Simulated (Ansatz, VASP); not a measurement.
## Si2W in VASP and in Ansatz

Contents of INCAR:

```
SYSTEM = Si2W
PREC = Accurate ; ENCUT = 520
EDIFF = 1E-7 ; ISMEAR = -1
SIGMA = 0.05 ; LREAL = .False.
LASPH = .True. ; NELM = 80
ALGO = Normal ; ISIF = 2
LWAVE = .False. ; LCHARG = .False.
GGA = PS ; NBANDS = 18
```

The input KPOINTS:

```
Automatic mesh
0
Gamma
  12 12 12
  0 0 0
```

File POSCAR:

```
Si2W
1.0
   -1.6069000000      1.6069000000      3.9149500000
    1.6069000000     -1.6069000000      3.9149500000
    1.6069000000      1.6069000000     -3.9149500000
W Si
1 2
Direct
    0.0121670000     -0.0019450000      0.0117850000
    0.6816470000      0.6532560000      0.0082920000
    0.3346560000      0.3145310000     -0.0264480000
```

The input input.yaml:

```yaml
crystal:
  lattice:
    - [-1.6069, 1.6069, 3.91495]
    - [1.6069, -1.6069, 3.91495]
    - [1.6069, 1.6069, -3.91495]
  atoms:
    - { symbol: W, position: [0.012167, -0.001945, 0.011785] }
    - { symbol: Si, position: [0.681647, 0.653256, 0.008292] }
    - { symbol: Si, position: [0.334656, 0.314531, -0.026448] }
hamiltonian:
  xc: pbesol
  pseudopotentials: { kind: paw }
kpoints:
  mp_grid: { grid: [12, 12, 12] }
scf:
  occupations: { method: fermi_dirac, width: 0.05 }
output:
  forces: true
  stress: true
  eigenvalues: true
```

Change from the starting cell: atoms moved at random, drawn with an rms of 0.05 Å.

Alike in both runs: task single point; functional PBEsol; k mesh 12 × 12 × 12; occupations fermi-dirac, width 0.05 eV; no spin polarisation.

|  | VASP | Ansatz |
| --- | --- | --- |
| version | VASP 6.6.1 | Ansatz 0.2.0 |
| potentials or method | VASP PAW PBE potentials, release 64 (W_sv, Si) | Ansatz PAW |
| plane-wave cutoff (eV) | 520 | 420 |
| valence electrons in the cell | 22 | 22 |

```csv
,VASP,Ansatz,Ansatz less VASP
gap on the k mesh at the Fermi level (eV),none,none,-
pressure (GPa),-0.7,-1.0,-0.34
largest component of the traceless stress (GPa),0.59,0.58,-0.009
rms of the force components (eV/Å),0.404,0.400,-0.0036
```

Atom by atom the forces differ by 0.004 eV/Å (rms over components). A gap of «none» marks a metal or a gap that the smearing closes.

Caveats: the PAW data sets were made with another functional, which shifts forces and pressure a little (VASP); the PAW data sets come from PBE, with cores solved anew for the run's functional, which leaves a small shift of forces and pressure (Ansatz). The runs have no spin-orbit coupling, so splittings on W are missing.
